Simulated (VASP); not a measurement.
The system is BN.

```xyz
2
Lattice="1.2511 0.7223 3.3729 -1.2511 0.7223 3.3729 0.0000 -1.4447 3.3729" Properties=species:S:1:pos:R:3 pbc="T T T"
N     0.0000    0.0000    6.7517
B     0.0000    0.0000    0.0033
```

The cell is a database's computed one.

Base run:

| Quantity | Value |
| --- | --- |
| Program | VASP 6.6.1 |
| Functional | PBE0 |
| Potentials or basis | VASP PAW PBE potentials, release 64 (N, B) |
| Cutoff | 520 eV |
| k mesh | 8 × 8 × 8 |
| Occupations | gaussian, width 0.02 eV |
| Spin | no spin polarisation |

Its results: band gap on the k mesh 6.31 eV, indirect (least direct gap 7.09 eV); pressure -1.2 GPa; largest force 0.007 eV/Å.

Q: The run is repeated on the same cell with these changes: functional from PBE0 to HSE06. What comes out?

A: Band gap on the k mesh 5.59 eV, indirect (least direct gap 6.35 eV); pressure -1.2 GPa; largest force 0.006 eV/Å.

Caveats: the PAW data sets were made with another functional, which shifts forces and pressure a little.

A k mesh can miss the band edges.
